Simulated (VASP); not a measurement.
# Si (Fd-3m) in VASP: further runs

The runs below take Si through single point, with PBE.

All numbers are computed with VASP 6.6.1; they aren't measurements. Logs are shortened: lines on timing, memory, paths and dates and some standing lists are left out, and cuts for length are marked.

## (1) The undisturbed crystal

It takes space group Fd-3m (No. 227, cubic). Conventional cell: a = 5.444 Å, b = 5.444 Å, c = 5.444 Å, α = 90.00°, β = 90.00°, γ = 90.00°. Si (site symmetry -43m) is surrounded by 4 Si at 2.36 Å.

## (2) Single point, PBE (grid = ENCUT=600 dk=0.45 cell=3x3x2 ISMEAR=0 SIGMA=0.05 LREAL=Auto EDIFF=1e-06)

File INCAR:

```
PREC     = Accurate       # precision mode
ENCUT    = 600            # plane-wave cutoff, eV
EDIFF    = 1E-6           # SCF threshold, eV
ISMEAR   = 0              # smearing method
SIGMA    = 0.05           # smearing width, eV
LREAL    = Auto         
LASPH    = T              # aspherical terms in the spheres
NELM     = 120            # most SCF steps
ALGO     = Fast           # electronic algorithm
ISIF     = 2              # what is computed and relaxed
LWAVE    = F              # write WAVECAR
LCHARG   = F              # write CHGCAR
GGA      = PE             # functional
NBANDS   = 84             # bands
NCORE    = 1            
KPAR     = 2
```

File KPOINTS:

```
regular mesh
0
Gamma
  2 2 3
```

File POSCAR:

```
Si
1.0
    0.0000000000      8.1655535595      8.1655535595
    8.1655535595      0.0000000000      8.1655535595
    5.4437023730      5.4437023730      0.0000000000
Si
36
Direct
    0.1666666667      0.1666666667      0.2500000000
    0.1666666667      0.1666666667      0.7500000000
    0.1666666667      0.5000000000      0.2500000000
    0.1666666667      0.5000000000      0.7500000000
    0.1666666667      0.8333333333      0.2500000000
    0.1666666667      0.8333333333      0.7500000000
    0.5000000000      0.1666666667      0.2500000000
    0.5000000000      0.1666666667      0.7500000000
    0.5000000000      0.5000000000      0.2500000000
    0.5000000000      0.5000000000      0.7500000000
    0.5000000000      0.8333333333      0.2500000000
    0.5000000000      0.8333333333      0.7500000000
    0.8333333333      0.1666666667      0.2500000000
    0.8333333333      0.1666666667      0.7500000000
    0.8333333333      0.5000000000      0.2500000000
    0.8333333333      0.5000000000      0.7500000000
    0.8333333333      0.8333333333      0.2500000000
    0.8333333333      0.8333333333      0.7500000000
    0.2500000000      0.2500000000      0.3750000000
    0.2500000000      0.2500000000      0.8750000000
    0.2500000000      0.5833333333      0.3750000000
    0.2500000000      0.5833333333      0.8750000000
    0.2500000000      0.9166666667      0.3750000000
    0.2500000000      0.9166666667      0.8750000000
    0.5833333333      0.2500000000      0.3750000000
    0.5833333333      0.2500000000      0.8750000000
    0.5833333333      0.5833333333      0.3750000000
    0.5833333333      0.5833333333      0.8750000000
    0.5833333333      0.9166666667      0.3750000000
    0.5833333333      0.9166666667      0.8750000000
    0.9166666667      0.2500000000      0.3750000000
    0.9166666667      0.2500000000      0.8750000000
    0.9166666667      0.5833333333      0.3750000000
    0.9166666667      0.5833333333      0.8750000000
    0.9166666667      0.9166666667      0.3750000000
    0.9166666667      0.9166666667      0.8750000000
```

Potentials or basis: VASP PAW PBE potentials, release 64 (Si).

The run is started by

```bash
cat potpaw_PBE.64/Si/POTCAR > POTCAR
mpirun -np 4 vasp_std > vasp.out
```

OUTCAR:

```text
PREC = Accurate
   ENCUT = 600
   EDIFF = 1E-6
   ISMEAR = 0
   LREAL = Auto
   LASPH = T
   NELM = 120
   ISIF = 2
   GGA = PE

 Found      6 irreducible k-points:

 Following reciprocal coordinates:
            Coordinates               Weight
  0.000000  0.000000  0.000000      1.000000
  0.500000  0.000000  0.000000      2.000000
  0.500000  0.500000  0.000000      1.000000
  0.000000  0.000000  0.333333      2.000000
  0.500000  0.000000  0.333333      4.000000
  0.500000  0.500000  0.333333      2.000000
   k-points           NKPTS =      6   k-points in BZ     NKDIM =      6   number of bands    NBANDS=     84
   number of dos      NEDOS =    301   number of ions     NIONS =     36
   total plane-waves  NPLWV = 589824
   dimension x,y,z NGX =    96 NGY =   96 NGZ =   64
   dimension x,y,z NGXF=   192 NGYF=  192 NGZF=  128
   ions per type =              36
   NGX,Y,Z   is equivalent  to a cutoff of  13.82, 13.82, 13.82 a.u.
   NGXF,Y,Z  is equivalent  to a cutoff of  27.64, 27.64, 27.64 a.u.
 SYSTEM =  unknown system
   PREC   = accura    normal or accurate (medium, high low for compatibility)
   ISTART =      0    job   : 0-new  1-cont  2-samecut
   ICHARG =      2    charge: 1-file 2-atom 10-const
   ISPIN  =      1    spin polarized calculation?
   LNONCOLLINEAR =      F non collinear calculations
   LSORBIT =      F    spin-orbit coupling
   LASPH  =      T    aspherical Exc in radial PAW
   ENCUT  =  600.0 eV  44.10 Ry    6.64 a.u.  23.06 23.06 15.38*2*pi/ulx,y,z
   NELM   =    120;   NELMIN=  2; NELMDL= -5     # of ELM steps
   EDIFF  = 0.1E-05   stopping-criterion for ELM
   LREAL  =      T    real-space projection
   EDIFFG = 0.1E-04   stopping-criterion for IOM
   NSW    =      0    number of steps for IOM
   IBRION =     -1    ionic relax: 0-MD 1-quasi-New 2-CG
   NFREE  =      0    steps in history (QN), initial steepest desc. (CG)
   ISIF   =      2    stress and relaxation
   ISYM   =      2    0-nonsym 1-usesym 2-fastsym
   POTIM  = 0.5000    time-step for ionic-motion
   TEBEG  =    0.0;   TEEND  =   0.0 temperature during run
   PSTRESS=    0.0 pullay stress
   NELECT =     144.0000    total number of electrons
   NUPDOWN=      -1.0000    fix difference up-down
   EMIN   =  10.00;   EMAX   =-10.00  energy-range for DOS
   EFERMI =   0.00;   METHOD = LEGACY
   ISMEAR =     0;   SIGMA  =   0.05  broadening in eV -4-tet -1-fermi 0-gaus
   EFERMI_NEDOS =   21; number of points for ismear=-14 and -15
   IALGO  =     68    algorithm
   IMIX   =      4    mixing-type and parameters
     AMIX     =   0.40;   BMIX     =  1.00
     AMIX_MAG =   1.60;   BMIX_MAG =  1.00
  volume/ion in A,a.u.               =      20.16       136.08
  Fermi-wavevector in a.u.,A,eV,Ry     =   0.954766  1.804247 12.402783  0.911579
  Thomas-Fermi vector in A             =   2.083543
   LORBIT       =      0    0 simple, 1 ext, 2 COOP (PROOUT), +10 PAW based schemes
   GGA     = PE    functional components
   LHFCALC =     F    Hartree Fock is set to
   AEXX    =    0.0000 exact exchange contribution
   IVDW    =     0    specifies the selected vdW correction
   LEPSILON=     F    determine dielectric tensor
   LRPA    =     F    only Hartree local field effects (RPA)
 non-spin polarized calculation
 RMM-DIIS sequential band-by-band and
 Gauss-broadening in eV      SIGMA  =   0.05
  energy-cutoff  :      600.00
  volume of cell :      725.93
 maximum number of plane-waves:     24236
 NGX is ok and might be reduce to    96
   NGX = 47   NGY = 47   NGZ = 31

 number of electron     143.9999992 magnetization

 Free energy of the ion-electron system (eV)
  ---------------------------------------------------
  ext. energy  EPLUGINS =         0.00000000
  ---------------------------------------------------
  free energy    TOTEN  =      -194.84340572 eV

  energy without entropy =     -194.84340572  energy(sigma->0) =     -194.84340572

 E-fermi :   5.9835     XC(G=0):  -9.3760

 val. band max:        5.7617265857   @ k =   0.0000   0.0000   0.0000
 cond. band min:       6.4834295963   @ k =   0.5000   0.5000   0.0000
 fundamental gap:      0.7217030106
 Fermi energy:         5.9834860295

 k-point     1 :       0.0000    0.0000    0.0000
  band No.  band energies     occupation
      1      -6.1483      2.00000
      2      -4.7805      2.00000
      3      -4.7805      2.00000
      4      -4.7805      2.00000
      5      -4.7805      2.00000
      6      -4.2555      2.00000
[... 76 lines left out ...]
     83       7.5017      0.00000
     84       7.5050      0.00000

 k-point     2 :       0.5000    0.0000    0.0000
  band No.  band energies     occupation
      1      -5.7893      2.00000
      2      -5.7893      2.00000
      3      -4.8569      2.00000
      4      -4.8569      2.00000
      5      -4.0566      2.00000
      6      -4.0566      2.00000
[... 76 lines left out ...]
     83       7.8295      0.00000
     84       8.1373      0.00000

 k-point     3 :       0.5000    0.5000    0.0000
  band No.  band energies     occupation
      1      -5.6671      2.00000
      2      -5.6671      2.00000
      3      -5.2047      2.00000
      4      -5.2047      2.00000
      5      -4.0566      2.00000
      6      -4.0566      2.00000
[... 76 lines left out ...]
     83       7.8014      0.00000
     84       7.8078      0.00000

 k-point     4 :       0.0000    0.0000    0.3333
  band No.  band energies     occupation
      1      -5.7893      2.00000
      2      -4.8569      2.00000
      3      -4.8569      2.00000
      4      -4.8569      2.00000
      5      -4.7805      2.00000
      6      -4.7805      2.00000
[... 76 lines left out ...]
     83       7.7273      0.00000
     84       7.7461      0.00000

 k-point     5 :       0.5000    0.0000    0.3333
  band No.  band energies     occupation
      1      -5.6671      2.00000
      2      -5.2047      2.00000
      3      -5.2047      2.00000
      4      -4.8569      2.00000
      5      -4.8569      2.00000
      6      -4.0566      2.00000
[... 76 lines left out ...]
     83       8.5145      0.00000
     84       8.5465      0.00000

 k-point     6 :       0.5000    0.5000    0.3333
  band No.  band energies     occupation
      1      -5.7893      2.00000
      2      -5.2047      2.00000
      3      -4.8569      2.00000
      4      -4.8569      2.00000
      5      -4.8569      2.00000
      6      -4.0566      2.00000
[... 76 lines left out ...]
     83       8.5487      0.00000
     84       8.5945      0.00000

------------------------ aborting loop because EDIFF is reached ----------------------------------------

  FORCE on cell =-STRESS in cart. coord.  units (eV):
  Direction    XX          YY          ZZ          XY          YZ          ZX
  --------------------------------------------------------------------------------------
  -------------------------------------------------------------------------------------
  Total        5.7403773      5.7403773      5.7404918     -0.0000243      0.0000132      0.0000131
  in kB       12.6693809     12.6693809     12.6696336     -0.0000536      0.0000290      0.0000290
  external PRESSURE =      12.6694651 kB  Pullay stress =       0.0000000 kB

 VOLUME and BASIS-vectors are now :
 -----------------------------------------------------------------------------
  energy-cutoff  :      600.00
  volume of cell :      725.93
      direct lattice vectors                 reciprocal lattice vectors
     0.000000000  8.165553559  8.165553559    -0.061232836  0.061232836  0.061232836
     8.165553559  0.000000000  8.165553559     0.061232836 -0.061232836  0.061232836
     5.443702373  5.443702373  0.000000000     0.091849254  0.091849254 -0.091849254

 POSITION                                       TOTAL-FORCE (eV/Angst)
 -----------------------------------------------------------------------------------
      2.72185      2.72185      2.72185         0.000002      0.000002     -0.000000
      5.44370      5.44370      2.72185         0.000002      0.000002     -0.000000
      5.44370      2.72185      5.44370         0.000002      0.000002     -0.000000
      8.16555      5.44370      5.44370         0.000002      0.000002     -0.000000
      8.16555      2.72185      8.16555         0.000002      0.000002     -0.000000
     10.88740      5.44370      8.16555         0.000002      0.000002     -0.000000
[... 28 lines left out ...]
      9.52648      9.52648     14.97018        -0.000002     -0.000002      0.000000
     12.24833     12.24833     14.97018        -0.000002     -0.000002      0.000000
 -----------------------------------------------------------------------------------
    total drift:                                0.000000      0.000000      0.000001

  FREE ENERGIE OF THE ION-ELECTRON SYSTEM (eV)
  ---------------------------------------------------
  free  energy   TOTEN  =      -194.8434057179 eV

  energy  without entropy=     -194.8434057178  energy(sigma->0) =     -194.84340572
```

It took 4.2 min on 4 MPI ranks of Intel Xeon Platinum 8559C (Emerald Rapids), shared host; peak memory 0.72 GiB.

The run converged, but some of its settings lie outside the range that counts as converged, so its numbers aren't taken as properties of the crystal.

What came out:

| Quantity | Value |
| --- | --- |
| Free energy | -194.8434 eV |
| Pressure | 1.3 GPa |
| Band gap on the k mesh | 0.72 eV |

Caveat: an odd mesh through Γ misses points on the zone boundary, where band edges often lie.

## (3) Single point, PBE (grid = ENCUT=600 dk=0.35 cell=3x3x2 ISMEAR=0 SIGMA=0.05 LREAL=Auto EDIFF=1e-06)

File INCAR:

```
SYSTEM = Si35W
PREC = Accurate ; ENCUT = 600
EDIFF = 1E-6 ; ISMEAR = 0
SIGMA = 0.05 ; LREAL = Auto
LASPH = .TRUE. ; NELM = 120
ALGO = Fast ; ISIF = 2
LWAVE = .FALSE. ; LCHARG = .FALSE.
GGA = PE ; NBANDS = 89
NCORE = 1 ; KPAR = 2
```

File KPOINTS:

```
regular mesh
0
G
  2 2 3
  0 0 0
```

Edit POSCAR of step 2 so:

```diff
@@ -1,2 +1,2 @@
-Si
+Si35W
 1.0
@@ -5,4 +5,4 @@
     5.4437023730      5.4437023730      0.0000000000
-Si
-36
+W Si
+1 35
 Direct
```

Potentials or basis: VASP PAW PBE potentials, release 64 (W_sv, Si).

The run is started by

```bash
cat potpaw_PBE.64/W_sv/POTCAR potpaw_PBE.64/Si/POTCAR > POTCAR
mpirun -np 4 vasp_std > vasp.out
```

Wall time 8.8 min (4 MPI ranks of Intel Xeon Platinum 8488C (Sapphire Rapids), shared host); peak memory 0.75 GiB.

The run converged, but some of its settings lie outside the range that counts as converged, so its numbers aren't taken as properties of the crystal.

Results:

| Quantity | Value |
| --- | --- |
| Free energy | -198.5127 eV |
| Pressure | 2.1 GPa |
| Largest force | 0.915 eV/Å |
| Band gap on the k mesh | none (metal or under the smearing width) |

## (4) Single point, PBE (grid = ENCUT=350 dk=1.6 cell=3x3x2 ISMEAR=0 SIGMA=0.05 LREAL=Auto EDIFF=1e-06)

File INCAR:

```
SYSTEM = Si35W
PREC = Accurate ; ENCUT = 350
EDIFF = 1E-6 ; ISMEAR = 0
SIGMA = 0.05 ; LREAL = Auto
LASPH = .TRUE. ; NELM = 120
ALGO = Fast ; ISIF = 2
LWAVE = .FALSE. ; LCHARG = .FALSE.
GGA = PE ; NBANDS = 89
NCORE = 2 ; KPAR = 1
```

File KPOINTS:

```
regular mesh
0
G
  1 1 1
  0 0 0
```

POSCAR is that of step 3.

The run is started by

```bash
cat potpaw_PBE.64/W_sv/POTCAR potpaw_PBE.64/Si/POTCAR > POTCAR
mpirun -np 4 vasp_std > vasp.out
```

It took 44 s on 4 MPI ranks of Intel Xeon Platinum 8488C (Sapphire Rapids), shared host; peak memory 0.24 GiB.

These settings aren't checked as converged: the numbers below hold their error.

What came out:

```yaml
Free_energy: -188.6350 eV
Pressure: 3.1 GPa
Largest_force: 0.715 eV/Å
Band_gap_on_the_k_mesh: 0.08 eV, direct
```

Caveat: spin-orbit coupling is left out, which moves the levels of the heavy elements.
